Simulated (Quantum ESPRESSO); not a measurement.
Te:

```
CELL_PARAMETERS angstrom
4.45400 0.00000 0.00000
-2.22700 3.85728 0.00000
0.00000 0.00000 5.92400
ATOMIC_POSITIONS crystal
Te 0.73100 0.73100 0.00000
Te 0.00000 0.26900 0.66667
Te 0.26900 0.00000 0.33333
```

Base run:

| Item | Value |
| --- | --- |
| Program | Quantum ESPRESSO 7.5 |
| Functional | PBE |
| Potentials or basis | GBRV 1.5 PBE |
| Cutoff | 612 eV |
| Density cutoff | 4898 eV |
| k mesh | 6 × 6 × 4, shifted |
| Occupations | fermi-dirac, width 0.05 eV |
| Spin | no spin polarisation |

Its results: pressure 1.4 GPa; largest force 0.264 eV/Å; electronic dielectric tensor (diagonal) 34.60, 34.60, 52.15.

Q: After a change of settings the same cell gave: pressure -0.7 GPa; largest force 0.272 eV/Å; electronic dielectric tensor (diagonal) 35.75, 35.75, 53.84. Which change was it?
A. functional from PBE to LDA; potentials or basis from GBRV 1.5 PBE to GBRV 1.5 LDA
B. functional from PBE to WC
C. functional from PBE to BLYP

A: B.

WC binds more tightly than PBE, so the same cell stands under less pressure.

Caveats: the potentials were made for another functional, which shifts forces and pressure (some runs).
